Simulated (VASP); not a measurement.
Crystal: ZnS.

```
Zn S
1.0
     0.00000    2.68033    2.68033
     2.68033    0.00000    2.68033
     2.68033    2.68033    0.00000
Zn S
1 1
Direct
  0.25000 0.25000 0.25000
  0.00000 0.00000 0.00000
```

Program: VASP 6.6.1. Alike in all runs: no spin polarisation; cell as given; k mesh 10 × 10 × 10; cutoff (eV) 520; smearing gaussian 0.03 eV.

Order these runs on this cell by their band gap on the k mesh, lowest first.
A. level PBE; potentials or basis VASP PAW PBE potentials, release 64 (Zn, S)
B. level r2SCAN; potentials or basis VASP PAW PBE potentials, release 64 (Zn, S)
C. level LDA; potentials or basis VASP PAW LDA potentials, release 64 (Zn, S)

C (2.00 eV), A (2.22 eV), B (2.79 eV).
